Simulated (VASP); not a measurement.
# GaNH₆: harmonic vibrations of a molecule

GaNH₆, molecule in box, 8 atoms in the cell. PBE, harmonic vibrations; PAW potentials N, Ga_d, H (PBE set).

## Input

INCAR.step1:
```
PREC     = Accurate       # precision mode
ENCUT    = 400            # plane-wave cutoff, eV
EDIFF    = 1E-8           # SCF threshold, eV
ISMEAR   = 0              # smearing method
SIGMA    = 0.01           # smearing width, eV
ISYM     = 0            
LREAL    = F              # projectors in reciprocal space
LASPH    = T              # aspherical terms in the spheres
NELM     = 100            # most SCF steps
ALGO     = Normal         # electronic algorithm
LWAVE    = F              # write WAVECAR
LCHARG   = F              # write CHGCAR
IBRION   = 2              # ionic algorithm
NSW      = 60             # ionic steps
ISIF     = 2              # what is computed and relaxed
EDIFFG   = -0.002         # ionic threshold
POTIM    = 0.5            # step
```

INCAR.step2, as INCAR.step1 but for:
```
- IBRION = 2
- NSW = 60
- ISIF = 2
- EDIFFG = -0.002
- POTIM = 0.5
+ IBRION = 5
+ NFREE = 2
+ POTIM = 0.015
+ NSW = 1
```

KPOINTS:
```
k-points
0
Gamma
  1 1 1
```

POSCAR.step1:
```
GaH6N
1.0
   13.0000000000      0.0000000000      0.0000000000
    0.0000000000     12.0000000000      0.0000000000
    0.0000000000      0.0000000000     13.0000000000
N Ga H
1 1 6
Direct
    0.4556384600      0.4964083300      0.4252115400
    0.5079846200      0.5219750000      0.5804192300
    0.4540076900      0.5694750000      0.3861500000
    0.3837846200      0.4636583300      0.4246884600
    0.5029923100      0.4433416700      0.3873423100
    0.4216461500      0.6062500000      0.6164269200
    0.6182153800      0.5705583300      0.5551346200
    0.5007384600      0.3972500000      0.6190807700
```

Commands (each step's output is kept before the next begins):
```
cat potpaw_PBE.64/N/POTCAR potpaw_PBE.64/Ga_d/POTCAR potpaw_PBE.64/H/POTCAR > POTCAR
cp INCAR.step1 INCAR
cp POSCAR.step1 POSCAR
mpirun -np 8 vasp_gam > vasp.out
cp CONTCAR POSCAR
cp INCAR.step2 INCAR
mpirun -np 8 vasp_gam > vasp.out
```

## Result

- Vibrations (cm⁻¹; a negative value is imaginary): 3515, 3514, 3398, 1878, 1869, 1868, 1608, 1607, 1152, 731, 731, 728, 645, 644, 361, 359, 306, 86
- Zero-point energy (eV): 1.550
- Translations and rotations, which should read zero (cm⁻¹): -30, -20, -18, 1, 8, 14
- Vibrational entropy at 298 K (meV/K): 0.392
- Displaced cells: 48
- Ionic steps, all stages: 75
- Electronic steps, all stages: 1267

VASP 6.6.1 took 989 s on 8 cores (AMD EPYC 7R13 (Zen 3)), a shared host.
